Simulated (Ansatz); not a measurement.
All-electron card of Hf

```
CELL_PARAMETERS angstrom
-1.80500 1.80500 1.80500
1.80500 -1.80500 1.80500
1.80500 1.80500 -1.80500
ATOMIC_POSITIONS crystal
Hf 0.00000 0.00000 0.00000
```

The geometry is COD entry 1522789, unchecked; take it as a test cell.

Spin–orbit coupling is left out, though it moves levels of the heavy atoms by tenths of an eV or more.

Level of theory: DFT, PBE, all-electron LAPW, scalar-relativistic (Ansatz 0.2.0).

Sampling and basis: a Γ-centred 16×16×16 k mesh, Fermi–Dirac smearing of 0.08 eV, basis error target 1 meV/atom, no spin polarisation.

```json
{
 "Pressure at this cell": "-4.77 GPa",
 "Band gap": "none: bands cross the Fermi level, a metal",
 "Density of states at the Fermi level (0.2 eV bin)": "1.92 states/eV per cell",
 "Volume per atom": "23.52 Å³"
}
```
